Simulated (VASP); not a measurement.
BN, 4 atoms in the cell. It takes space group P6_3/mmc (No. 194, hexagonal). The conventional cell has a = 2.507 Å, b = 2.507 Å, c = 6.529 Å, α = 90.00°, β = 90.00°, γ = 120.00°. B (site symmetry -6m2) has 3 N at 1.45 Å as nearest neighbours. Around N (site symmetry -6m2) lie 3 B at 1.45 Å. 

| Item | Value |
| --- | --- |
| Program | VASP 6.6.1 |
| Task | relaxation of cell and atoms |
| Functional | PBE |
| Dispersion | D4 |
| Potentials or basis | VASP PAW PBE potentials, release 64 (B, N) |
| Cutoff | 520 eV |
| k mesh | 15 × 15 × 6 |
| Occupations | gaussian, width 0.02 eV |
| Spin | no spin polarisation |
| Further INCAR settings | ALGO = Normal; EDIFF = 1e-07; IBRION = 2; EDIFFG = -0.002; NSW = 80; ISIF = 3 |

Potentials or basis: VASP PAW PBE potentials, release 64 (B, N).

The run is started by

```console
$ cat potpaw_PBE.64/B/POTCAR potpaw_PBE.64/N/POTCAR > POTCAR
$ mpirun -np 4 vasp_std > vasp.out
```

Hardware: 4 MPI ranks on Intel(R) Xeon(R) Platinum 8488C (Sapphire Rapids), with other jobs on the host.

Task: Estimate the wall time of this run.

Result: Run time: 10 s on 4 MPI ranks on Intel(R) Xeon(R) Platinum 8488C (Sapphire Rapids), on a shared host, peak memory 0.16 GiB a rank. Counts: scf iterations 14, k points 108, ion steps 1.
